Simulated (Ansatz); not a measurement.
# WS2: the cost of one run

Computed with Ansatz 0.2.0 (DFT PBEsol+D3(BJ), scalar-relativistic, plane waves, PAW, unless a step's input says otherwise).

16 further runs of the same task are left out: 16 set aside as unsound or not needed.

## 1. The structure to begin with

It takes space group P-6m2 (No. 187, hexagonal). Conventional cell: a = 3.124 Å, b = 3.124 Å, c = 16.938 Å, α = 90.00°, β = 90.00°, γ = 120.00°. W (site symmetry -6m2) has 6 S at 2.39 Å as nearest neighbours. S (site symmetry 3m) is surrounded by 3 W at 2.39 Å.

As a file:

```cif
data_structure
_symmetry_space_group_name_H-M 'P 1'
_symmetry_Int_Tables_number 1
_cell_length_a 3.1239
_cell_length_b 3.1239
_cell_length_c 16.9375
_cell_angle_alpha 90.000
_cell_angle_beta 90.000
_cell_angle_gamma 120.000
_cell_volume 143.15
loop_
_atom_site_label
_atom_site_type_symbol
_atom_site_fract_x
_atom_site_fract_y
_atom_site_fract_z
_atom_site_occupancy
W1 W 0.33333 0.66667 0.00000 1
S1 S 0.66667 0.33333 0.90715 1
S2 S 0.66667 0.33333 0.09285 1
```

It goes back to an entry of the Materials Project, which need not be the stable form.

It is the result of an earlier relaxation at this level (volume 47.72 Å³/atom; gap on the mesh: 1.99 eV).

## 2. What is varied

The energy is mapped over a normal mode and a strain (zone-centre modes of the cell shown) (x along [1 0 0], y along [1 2 0], z along [0 0 1] of the conventional cell).

The axes are (1) amplitude of mode 7 (359 cm⁻¹), largest displacement in the unstrained cell: 7 values from −0.06 Å; (2) equal normal strain along x, y and z: 7 values from −2.50 %.

Nothing else is relaxed (the pattern is fixed in fractional coordinates). Energies count from the relaxed high-symmetry cell. Points are written as (first, second).

The modes come from a phonon run on the reference cell, made beforehand.

Displacement patterns for an amplitude of 1 (Å):

```csv
atom,x1,y1,z1
W1,0.000,-0.349,0.000
S2,0.000,1.000,0.000
S3,0.000,1.000,0.000
```

## 3. Point (0.04 Å, −2.50 %)

Input file input.yaml:

```yaml
crystal:
  lattice:
    - [3.0458396072, 0.0, 0.0]
    - [-1.5229198036, 2.6377744757, 0.0]
    - [0.0, 0.0, 16.514097352]
  atoms:
    - { symbol: W, position: [0.3307549324, 0.6615098648, 0.0] }
    - { symbol: S, position: [0.6740592623, 0.3481185245, 0.9071511715] }
    - { symbol: S, position: [0.6740592623, 0.3481185245, 0.0928488285] }
basis:
  ecutwfc: 420
kpoints:
  mp_grid: { grid: [12, 12, 2] }
hamiltonian:
  xc: pbesol
  pseudopotentials: { kind: paw, azcp: { folder: soft_1 } }
  dispersion: d3bj
scf:
  occupations: { method: gaussian, width: 0.05 }
output:
  forces: true
  stress: true
  eigenvalues: true
```

On the command line:

```bash
> ansatz run input.yaml --threads 1 --pin off --max-ram 2048MiB --backend cpu --events-out ev --progress --plain --runs-dir out
```

**Question.** How long does this run take on 1 thread of AMD EPYC 9R45 (Zen 5), shared host, and how much memory does it need?

About 6.8 s, with a peak of 0.49 GiB.
